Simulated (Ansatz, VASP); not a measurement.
One calculation of Ni, two programs

```xyz
1
Lattice="-1.3837 1.3837 1.3837 1.3837 -1.3837 1.3837 1.3837 1.3837 -1.3837" Properties=species:S:1:pos:R:3 pbc="T T T"
Ni    0.0000    0.0000    0.0000
```

This isn't the form of Ni at room conditions, which is fcc.

Alike in both runs: task single point; functional r2SCAN; k mesh 10 × 10 × 10; occupations gaussian, width 0.1 eV; collinear spin.

|  | VASP | Ansatz |
| --- | --- | --- |
| version | VASP 6.6.1 | Ansatz 0.2.0 |
| potentials or method | VASP PAW PBE potentials, release 64 (Ni) | scalar-relativistic, plane waves, PAW |
| plane-wave cutoff (eV) | 520 | 500 |
| valence electrons in the cell | 10 | 18 |

```csv
,VASP,Ansatz,Ansatz less VASP
gap on the k mesh at the Fermi level (eV),none,none,-
pressure (GPa),0.3,-0.1,-0.41
net moment per atom (μB),0.64,0.65,+0.011
size of the moment on the site where the two differ most (μB),0.66,0.71,+0.056
```

Site moments also hang on the region over which each program counts them. A gap of «none» marks a metal or a gap that the smearing closes. The two sets of potentials don't hold the same shells in valence. Ansatz warned: «stability_check_not_made».

Caveats: the PAW data sets were made with another functional, which shifts forces and pressure a little (VASP).
